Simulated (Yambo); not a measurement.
AlN:

```
Al N
1.0
     0.00000    2.18399    2.18399
     2.18399    0.00000    2.18399
     2.18399    2.18399    0.00000
Al N
1 1
Direct
  0.00000 0.00000 0.00000
  0.25000 0.25000 0.25000
```

Measurements of this composition are mostly on another form, of space group No. 186.

Base run:

```yaml
Program: Yambo 5.3.0
Functional: LDA
Potentials_or_basis: PseudoDojo 0.4.1 SR LDA standard
Cutoff: 1143 eV
Density_cutoff: 4572 eV
k_mesh: 6 × 6 × 6
Occupations: fixed
Spin: no spin polarisation
```

Its results: band gap on the k mesh, mean-field level 3.26 eV, indirect (least direct gap 4.24 eV).

Question: The run is repeated on the same cell with these changes: functional from LDA to PBEsol; potentials or basis from PseudoDojo 0.4.1 SR LDA standard to PseudoDojo 0.4.1 SR PBEsol standard. What comes out?

Answer: Band gap on the k mesh, mean-field level 3.19 eV, indirect (least direct gap 4.12 eV).

A k mesh can miss the band edges.
